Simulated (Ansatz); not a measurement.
# ZnSe3: the cost of one run

Computed with Ansatz 0.2.0 (DFT PBE, scalar-relativistic, plane waves, PAW, unless a step names another level, unless a step's input says otherwise).

3 further runs of the same task are left out: 2 that didn't finish, 1 set aside as unsound or not needed.

**1. The starting structure**

It takes space group P-42_1m (No. 113, tetragonal). Conventional cell: a = 5.679 Å, b = 5.679 Å, c = 7.878 Å, α = 90.00°, β = 90.00°, γ = 90.00°. Zn (site symmetry -4) has 4 Se at 2.47 Å as nearest neighbours. Se (site symmetry 2mm) has 2 Se at 2.38 Å as nearest neighbours. Around Se (site symmetry m) lie 1 Se at 2.38 Å and 2 Zn at 2.47 Å.

Coordinates:

```xyz
8
Lattice="5.6791 0.0000 0.0000 0.0000 5.6791 0.0000 0.0000 0.0000 7.8785" Properties=species:S:1:pos:R:3 pbc="T T T"
Zn    2.8396    2.8396    0.0000
Zn    0.0000    0.0000    0.0000
Se    2.8396    0.0000    5.1338
Se    1.4291    1.4104    6.4377
Se    4.2500    4.2687    6.4377
Se    0.0000    2.8396    2.7447
Se    1.4104    4.2500    1.4407
Se    4.2687    1.4291    1.4407
```

It came out lowest among 23 distinct ends of the trial cells. At a tolerance of 0.02 Å it has space group P-42_1m (No. 113).

**2. Relaxing to 0.001 eV/Å, on the response runs' mesh and smearing**

Contents of input.yaml:

```yaml
crystal:
  lattice:
    - [5.6791074488, 0.0, 0.0]
    - [0.0, 5.6791074488, 0.0]
    - [0.0, 0.0, 7.878460202]
  atoms:
    - { symbol: Zn, position: [0.5, 0.5, 0.0] }
    - { symbol: Zn, position: [0.0, 0.0, 0.0] }
    - { symbol: Se, position: [0.5, 0.0, 0.6516243887] }
    - { symbol: Se, position: [0.2516464342, 0.2483535658, 0.8171291972] }
    - { symbol: Se, position: [0.7483535658, 0.7516464342, 0.8171291972] }
    - { symbol: Se, position: [0.0, 0.5, 0.3483756113] }
    - { symbol: Se, position: [0.2483535658, 0.7483535658, 0.1828708028] }
    - { symbol: Se, position: [0.7516464342, 0.2516464342, 0.1828708028] }
basis:
  ecutwfc: 420
kpoints:
  mp_grid: { grid: [6, 6, 4] }
hamiltonian:
  xc: pbe
scf:
  occupations: { method: fixed }
output:
  forces: true
  stress: true
  eigenvalues: true
  write_density: true
  write_potential: true
  elf: true
  volumetric_format: npy
relax:
  adjacent_minimum: "off"
  f_tol: 0.001
  max_steps: 60
  cell: { stress_tol: 0.01 }
```

Started as:

```sh
$ ansatz run input.yaml --threads 3 --pin off --max-ram 7680MiB --backend cpu --events-out ev --progress --plain --runs-dir out
```

Q: Estimate wall time and peak memory on 3 threads of Arm Neoverse V1, shared host.

About 94 s, with a peak of 0.83 GiB.
